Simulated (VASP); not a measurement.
# Cd (Im-3m) in VASP: further runs, part 2 of 2

VASP 6.6.1. Earlier steps stand in the parts before.

## 3. Relaxation of cell and atoms, LDA

This run uses another cell than the first one, of 22.72 Å³/atom, 1.116 times its volume.

Input file INCAR:

```
SYSTEM = Cd
PREC = Accurate
ENCUT = 600
EDIFF = 1E-6
ISMEAR = -1
SIGMA = 0.1
LREAL = .FALSE.
LASPH = .TRUE.
NELM = 100
ALGO = Fast
ISIF = 8
LWAVE = .FALSE.
LCHARG = .FALSE.
IBRION = 2
NSW = 80
EDIFFG = -0.03
```

Input file KPOINTS:

```
Automatic mesh
0
G
  9 9 9
  0 0 0
```

Input file POSCAR:

```
Cd
1.0
   -1.7843220000      1.7843220000      1.7843220000
    1.7843220000     -1.7843220000      1.7843220000
    1.7843220000      1.7843220000     -1.7843220000
Cd
1
Direct
    0.0000000000      0.0000000000      0.0000000000
```

Potentials or basis: VASP PAW LDA potentials, release 64 (Cd).

On the command line:

```
> cat potpaw_LDA.64/Cd/POTCAR > POTCAR
> mpirun -np 1 vasp_std > vasp.out
```

OUTCAR:

```text
SYSTEM = Cd
   PREC = Accurate
   ENCUT = 600
   EDIFF = 1E-6
   ISMEAR = -1
   LREAL = .FALSE.
   LASPH = .TRUE.
   NELM = 100
   ISIF = 8
   IBRION = 2
   NSW = 80
   EDIFFG = -0.03

 ion  position               nearest neighbor table
   1  0.000  0.000  0.000-

  LATTYP: Found a body centered cubic cell.
 ALAT       =     3.5686440000

  Lattice vectors:

 A1 = (  -1.7843220000,   1.7843220000,   1.7843220000)
 A2 = (   1.7843220000,  -1.7843220000,   1.7843220000)
 A3 = (   1.7843220000,   1.7843220000,  -1.7843220000)

Analysis of symmetry for initial positions (statically):
=====================================================================
 Subroutine PRICEL returns:
 Original cell was already a primitive cell.

 Routine SETGRP: Setting up the symmetry group for a
 body centered cubic supercell.

 Subroutine GETGRP returns: Found 48 space group operations
 (whereof 48 operations were pure point group operations)
 out of a pool of 48 trial point group operations.

The static configuration has the point symmetry O_h .

Analysis of symmetry for dynamics (positions and initial velocities):
=====================================================================
 Subroutine PRICEL returns:
 Original cell was already a primitive cell.

 Routine SETGRP: Setting up the symmetry group for a
 body centered cubic supercell.

 Subroutine GETGRP returns: Found 48 space group operations
 (whereof 48 operations were pure point group operations)
 out of a pool of 48 trial point group operations.

The dynamic configuration has the point symmetry O_h .

 Subroutine INISYM returns: Found 48 space group operations
 (whereof 48 operations are pure point group operations),
 and found     1 'primitive' translations

----------------------------------------------------------------------------------------

                                     Primitive cell

[... 121 lines left out ...]
 RMM-DIIS sequential band-by-band and
  energy-cutoff  :      600.00
  volume of cell :       22.72
 maximum number of plane-waves:       767
 NGX is ok and might be reduce to    28
   NGX = 13   NGY = 13   NGZ = 13

--------------------------------------- Ionic step        1  -------------------------------------------

 number of electron      11.9999997 magnetization

 Free energy of the ion-electron system (eV)
  ---------------------------------------------------
  ext. energy  EPLUGINS =         0.00000000
  ---------------------------------------------------
  free energy    TOTEN  =        -1.39785773 eV

  energy without entropy =       -1.38435585  energy(sigma->0) =       -1.39110679

------------------------ aborting loop because EDIFF is reached ----------------------------------------

  FORCE on cell =-STRESS in cart. coord.  units (eV):
  Direction    XX          YY          ZZ          XY          YZ          ZX
  --------------------------------------------------------------------------------------
  -------------------------------------------------------------------------------------
  Total       -0.6470674     -0.6470674     -0.6470674     -0.0000000      0.0000000     -0.0000000
  in kB      -45.6226382    -45.6226382    -45.6226382     -0.0000000      0.0000000     -0.0000000
  external PRESSURE =     -45.6226382 kB  Pullay stress =       0.0000000 kB
[... 57 lines left out ...]
--------------------------------------- Ionic step        3  -------------------------------------------

 number of electron      11.9999999 magnetization

 Free energy of the ion-electron system (eV)
  ---------------------------------------------------
  ext. energy  EPLUGINS =         0.00000000
  ---------------------------------------------------
  free energy    TOTEN  =        -1.43397323 eV

  energy without entropy =       -1.42034909  energy(sigma->0) =       -1.42716116

 E-fermi :   3.2475     XC(G=0): -11.6565

 val. band max:        3.2247606652   @ k =   0.3333   0.2222   0.1111
 cond. band min:       3.3024936348   @ k =   0.3333   0.2222   0.1111
 fundamental gap:      0.0777329696
 Fermi energy:         3.2474975535

 k-point     1 :       0.0000    0.0000    0.0000
  band No.  band energies     occupation
      1      -6.2899      2.00000
      2      -6.2899      2.00000
      3      -6.2899      2.00000
      4      -6.2301      2.00000
      5      -5.5379      2.00000
      6      -5.5379      2.00000
      7      19.0117      0.00000
      8      19.0117      0.00000
      9      19.0117      0.00000
     10      20.2765      0.00000
[... 287 lines left out ...]
 k-point    24 :      -0.4444   -0.4444    0.1111
  band No.  band energies     occupation
      1      -6.5803      2.00000
      2      -6.3657      2.00000
      3      -5.9536      2.00000
      4      -5.6458      2.00000
      5      -5.1382      2.00000
      6       2.1574      1.99996
      7       2.8606      1.95910
      8       8.5986      0.00000
      9      14.1021      0.00000
     10      18.2409      0.00000

 [... further k-points ...]
[... 5 lines left out ...]
  --------------------------------------------------------------------------------------
  -------------------------------------------------------------------------------------
  Total       -0.0128554     -0.0128554     -0.0128554      0.0000000     -0.0000000      0.0000000
  in kB       -1.0036270     -1.0036270     -1.0036270      0.0000000     -0.0000000      0.0000000
  external PRESSURE =      -1.0036270 kB  Pullay stress =       0.0000000 kB
[... 16 lines left out ...]
  FREE ENERGIE OF THE ION-ELECTRON SYSTEM (eV)
  ---------------------------------------------------
  free  energy   TOTEN  =        -1.4339732274 eV

  energy  without entropy=       -1.4203490949  energy(sigma->0) =       -1.42716116

 reached required accuracy - stopping structural energy minimisation
```

It took 10 s on 1 thread of Intel Xeon 6975P-C (Granite Rapids), shared host; peak memory 0.14 GiB.

Results:

```
Free energy                            : -1.4340 eV
Relaxed volume                         : 20.52 Å³/atom
Relaxed cell                           : a = 2.987 Å, b = 2.987 Å, c = 2.987 Å, α = 109.47°, β = 109.47°, γ = 109.47°
Space group after relaxing (to 0.05 Å) : Im-3m (No. 229)
Energy gained by relaxing              : 36.1 meV/atom
Ionic steps                            : 3
Pressure after relaxing                : -0.1 GPa
Band gap on the k mesh                 : none (metal or under the smearing width)
```

The path:
```tsv
step	energy change (eV)	largest force (eV/Å)	pressure (GPa)	volume (Å³)
1	0.0000	0.0000	-4.56	22.72
2	-0.0359	0.0000	-0.43	20.66
3	-0.0361	0.0000	-0.10	20.52
```

Final structure:
```xyz
1
Lattice="-1.7247 1.7247 1.7247 1.7247 -1.7247 1.7247 1.7247 1.7247 -1.7247" Properties=species:S:1:pos:R:3 pbc="T T T"
Cd    0.0000    0.0000    0.0000
```
